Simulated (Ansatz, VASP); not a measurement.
# One calculation of C, two programs

The input INCAR:

```
SYSTEM = C
  PREC = Accurate
  ENCUT = 600
  EDIFF = 1E-7
  ISMEAR = -1
  SIGMA = 0.1
  LREAL = .False.
  LASPH = .True.
  NELM = 80
  ALGO = Normal
  ISIF = 3
  LWAVE = .False.
  LCHARG = .False.
  GGA = B5
  ALDAX = 1.0
  AGGAX = 1.0
  AGGAC = 1.0
  ALDAC = 0.0
  IBRION = 2
  NSW = 80
  EDIFFG = -0.01
```

KPOINTS

```
Automatic mesh
0
Gamma
  7 7 7
  0 0 0
```

Contents of POSCAR:

```
C
1.0
    3.7546000832      0.0000000000      0.0000000000
    0.0000000000      3.7546000832      0.0000000000
    0.0000000000      0.0000000000      3.7546000832
C
8
Direct
    0.0000000000      0.0000000000      0.0000000000
    0.5000000000      0.5000000000      0.5000000000
    0.2500000000      0.0000000000      0.5000000000
    0.7500000000      0.0000000000      0.5000000000
    0.5000000000      0.2500000000      0.0000000000
    0.5000000000      0.7500000000      0.0000000000
    0.0000000000      0.5000000000      0.2500000000
    0.0000000000      0.5000000000      0.7500000000
```

Input for Ansatz:

```yaml
crystal:
  lattice:
    - [3.7546000832, 0.0, 0.0]
    - [0.0, 3.7546000832, 0.0]
    - [0.0, 0.0, 3.7546000832]
  atoms:
    - { symbol: C, position: [0.0, 0.0, 0.0] }
    - { symbol: C, position: [0.5, 0.5, 0.5] }
    - { symbol: C, position: [0.25, 0.0, 0.5] }
    - { symbol: C, position: [0.75, 0.0, 0.5] }
    - { symbol: C, position: [0.5, 0.25, 0.0] }
    - { symbol: C, position: [0.5, 0.75, 0.0] }
    - { symbol: C, position: [0.0, 0.5, 0.25] }
    - { symbol: C, position: [0.0, 0.5, 0.75] }
hamiltonian:
  xc: blyp
  pseudopotentials:
    kind: paw
    azcp:
      C: "pseudopotentials/C.paw.azcp"
basis:
  ecutwfc: 420
  fft_grid_basis: typed
kpoints:
  mp_grid: { grid: [7, 7, 7], shift: [0, 0, 0] }
magnetization:
  spin_polarized: false
scf:
  occupations: { method: fermi_dirac, width: 0.1 }
relax:
  max_steps: 60
  f_tol: 0.01
  cell: {}
output:
  write_density: true
  write_potential: true
  elf: true
  volumetric_format: npy
```

The cell was built by a generator and needn't be a form met in nature.

Alike in both runs: task relaxation of cell and atoms; functional BLYP; k mesh 7 × 7 × 7; occupations fermi-dirac, width 0.1 eV; no spin polarisation.

|  | VASP | Ansatz |
| --- | --- | --- |
| version | VASP 6.6.1 | Ansatz 0.2.0 |
| potentials or method | VASP PAW PBE potentials, release 64 (C) | plane waves (420 eV) with PAW, scalar-relativistic |
| plane-wave cutoff (eV) | 600 | 420 |
| valence electrons in the cell | 32 | 32 |

Ansatz gave:

| Quantity | Value |
| --- | --- |
| relaxed volume (Å³/atom) | 8.17 |
| relaxed cell length with the largest relative difference (Å) | 4.028 |
| energy change over the relaxation (meV/atom) | -149 |

Question: Which values does VASP return?

Answer: Relaxed volume (Å³/atom): 8.18; relaxed cell length with the largest relative difference (Å): 4.029; energy change over the relaxation (meV/atom): -150.

Caveats: the volume moved by over 15 % at a fixed basis, so the end points are rough (VASP); the PAW data sets were made with another functional, which shifts forces and pressure a little (VASP).
